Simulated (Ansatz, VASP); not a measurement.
# One calculation of BN, two programs

Contents of INCAR:

```
PREC     = Accurate       # precision mode
ENCUT    = 520            # plane-wave cutoff, eV
EDIFF    = 1E-6           # SCF threshold, eV
ISMEAR   = 0              # smearing method
SIGMA    = 0.05           # smearing width, eV
LREAL    = False          # projectors in reciprocal space
LASPH    = True           # aspherical terms in the spheres
NELM     = 100            # most SCF steps
ALGO     = Normal         # electronic algorithm
ISIF     = 2              # what is computed and relaxed
LWAVE    = False          # write WAVECAR
LCHARG   = True           # write CHGCAR
GGA      = PE             # functional
IVDW     = 12             # dispersion correction
LELF     = True           # ELF
LVHAR    = True         
NBANDS   = 11             # bands
```

The input KPOINTS:

```
regular mesh
0
Gamma
  12 12 12
```

File POSCAR:

```
BN
1.0
    1.3533014517      0.7813289574      3.1630891511
   -1.3533014517      0.7813289574      3.1630891511
    0.0000000000     -1.5626579148      3.1630891511
B N
1 1
Direct
    0.9996975446      0.9996975446      0.9996975446
    0.3327354554      0.3327354554      0.3327354554
```

Input for Ansatz:

```yaml
crystal:
  lattice:
    - [1.3533014517, 0.7813289574, 3.1630891511]
    - [-1.3533014517, 0.7813289574, 3.1630891511]
    - [0.0, -1.5626579148, 3.1630891511]
  atoms:
    - { symbol: B, position: [0.9996975446, 0.9996975446, 0.9996975446] }
    - { symbol: "N", position: [0.3327354554, 0.3327354554, 0.3327354554] }
basis:
  ecutwfc: 420
kpoints:
  mp_grid: { grid: [12, 12, 12] }
hamiltonian:
  xc: pbe
  dispersion: d3bj
scf:
  occupations: { method: gaussian, width: 0.05 }
output:
  forces: true
  stress: true
  eigenvalues: true
```

Change from the starting cell: strain +0.080 along x and y, -0.040 along z, atoms carried along.

Alike in both runs: task single point; functional PBE; dispersion D3(BJ); k mesh 12 × 12 × 12; occupations gaussian, width 0.05 eV; no spin polarisation.

|  | VASP | Ansatz |
| --- | --- | --- |
| version | VASP 6.6.1 | Ansatz 0.2.0 |
| potentials or method | VASP PAW PBE potentials, release 64 (B, N) | scalar-relativistic, plane waves, PAW |
| plane-wave cutoff (eV) | 520 | 420 |
| valence electrons in the cell | 8 | 8 |

```tsv
	VASP	Ansatz	Ansatz less VASP
gap on the k mesh at the Fermi level (eV)	3.59	3.60	+0.004
least direct gap on the mesh (eV)	4.14	4.14	+0.002
pressure (GPa)	-40.6	-40.6	+0.01
largest component of the traceless stress (GPa)	41.90	41.97	+0.071
rms of the force components (eV/Å)	0.034	0.033	-0.0002
```

Atom by atom the forces differ by 0.000 eV/Å (rms over components).

Caveats: the cell as given lies far from equilibrium; so large a pressure means that the cell lies far from this level's equilibrium, or that cutoff or potentials fall short (VASP). A k mesh can miss the band edges.
